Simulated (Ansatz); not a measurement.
SiO₂: O-17 NMR of the central transition

Cell: a Materials Project structure (computed, not necessarily an observed phase), atoms as given.

Space group R-3m:H (No. 166); a = 13.5970, c = 14.8360 Å, γ = 120.00°.

```
site  Wyckoff  site symmetry       x       y       z
  Si      36i              1  0.8953  0.5621  0.4376
 O13      18f             .2  0.9293  0.5959  0.3333
 O19      18h             .m  0.8018  0.9009  0.8789
 O25      18h             .m  0.7867  0.2133  0.4637
 O31      18g             .2  0.0000  0.3526  0.5000
```

One atom of each set is listed; the run and its k-mesh use a cell of 36 atoms with edges of 9.28, 9.28, 9.28 Å.

All values are calculated (Ansatz; DFT, r2SCAN, plane waves and PAW, scalar-relativistic, 500 eV cutoff, Γ-centred 3×3×3 k-points, Fermi–Dirac smearing 0.02 eV), not measured.

O-17 has I = 5/2 and Q = -25.58 mb (Pyykkö 2018); at 14.1 T its Larmor frequency is ν₀ = 81.4 MHz. Only the quadrupole interaction is simulated: positions count from each site's isotropic chemical shift, and J coupling is left out, as are shift anisotropy and dipolar coupling, which fast spinning averages.

Problem. Simulate the second-order pattern (fast magic-angle spinning, Gaussian broadening 0.1 kHz) of site O25 (2 Si at 1.61 Å, angle 151°).

Solution. The calculation gives C_Q = -5.87 MHz and η = 0.15, so ν_Q = 0.880 MHz and the centre of gravity lies at -31.4 ppm (-2.56 kHz).

```csv
offset (kHz),height
-6.610,0
-6.337,4
-6.065,7
-5.792,6
-5.520,7
-5.248,7
-4.975,7
-4.703,8
-4.430,8
-4.158,41
-3.885,76
-3.613,72
-3.341,54
-3.068,49
-2.796,47
-2.523,46
-2.251,48
-1.978,51
-1.706,57
-1.434,72
-1.161,100
-0.889,69
-0.616,21
-0.344,0
```

At O25 V_zz runs parallel to the line that joins its two neighbours (within 1°).
